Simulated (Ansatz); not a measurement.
The system is MoS2.

```xyz
3
Lattice="3.2275 0.0000 0.0000 -1.6137 2.7951 0.0000 0.0000 0.0000 6.3125" Properties=species:S:1:pos:R:3 pbc="T T T"
Mo    0.0000    0.0000    3.1562
S     1.6137    0.9317    4.7008
S     0.0000    1.8634    1.6117
```

Measurements of this composition are mostly on another form, of space group No. 194.

```yaml
Program: Ansatz 0.2.0
Task: relaxation of cell and atoms
Functional: LDA
Potentials_or_basis: Ansatz PAW
Cutoff: "420 eV (not typed: the program's choice for these potentials)"
k_mesh: 9 × 9 × 4
Occupations: fermi-dirac, width 0.05 eV
Spin: no spin polarisation
```

At the start: volume 18.98 Å³/atom.

How do energy, volume and symmetry change on relaxing?

It ends after 9 steps and the volume is 16.46 Å³/atom (-13.3 %); space group P-3m1 (No. 164, to 0.05 Å).

The path:
| step | energy change (eV) | largest force (eV/Å) | volume (Å³) |
| --- | --- | --- | --- |
| 1 | 0.0000 | 0.1550 | 56.94 |
| 2 | -0.0947 | 0.0110 | 50.02 |
| 3 | -0.1104 | 0.0413 | 51.08 |
| 4 | -0.1183 | 0.0518 | 50.30 |
| 5 | -0.1186 | 0.0304 | 48.67 |
| 6 | -0.1213 | 0.0634 | 49.42 |
| 7 | -0.1215 | 0.0070 | 49.40 |
| 8 | -0.1215 | 0.0004 | 49.37 |
| 9 | -0.1210 | 0.0005 | 49.37 |

Final structure:
```yaml
crystal:
  lattice:
    - [3.14487, 0.00000, 0.00000]
    - [-1.57243, 2.72353, 0.00000]
    - [0.00000, 0.00000, 5.76444]
  atoms:
    - { symbol: Mo, position: [0.00000, 0.00000, 0.50000] }
    - { symbol: S, position: [0.66667, 0.33333, 0.77138] }
    - { symbol: S, position: [0.33333, 0.66667, 0.22862] }
```

Caveat: the plane-wave basis is chosen anew once the cell has moved, so the energies of steps on either side of that aren't comparable; the PAW data sets come from PBE, with cores solved anew for the run's functional, which leaves a small shift of forces and pressure.
